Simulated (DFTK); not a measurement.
Fe:

```xyz
1
Lattice="-1.4430 1.4430 1.4430 1.4430 -1.4430 1.4430 1.4430 1.4430 -1.4430" Properties=species:S:1:pos:R:3 pbc="T T T"
Fe    0.0000    0.0000    0.0000
```

Base run:

| Property | Result |
| --- | --- |
| Program | DFTK 0.8.2 |
| Functional | PBE |
| Potentials or basis | dojo.nc.sr.pbe.v0_4_1.standard.upf (PBE) |
| Cutoff | 1225 eV |
| k mesh | 13 × 13 × 13 |
| Occupations | fermi-dirac, width 0.05 eV |
| Spin | collinear spin, ferromagnetic start |
| Starting moments | [3.0] μB |

Its results: band gap on the k mesh none (metal or under the smearing width); pressure -5.0 GPa; net moment 2.46 μB per cell; site moments Fe +2.46 μB.

**Question.** The run is repeated on the same cell with these changes: potentials or basis from dojo.nc.sr.pbe.v0_4_1.standard.upf (PBE) to SG15 1.2 (PBE). What comes out?

**Answer.** Band gap on the k mesh none (metal or under the smearing width); pressure -5.7 GPa; net moment 2.41 μB per cell; site moments Fe +2.41 μB.
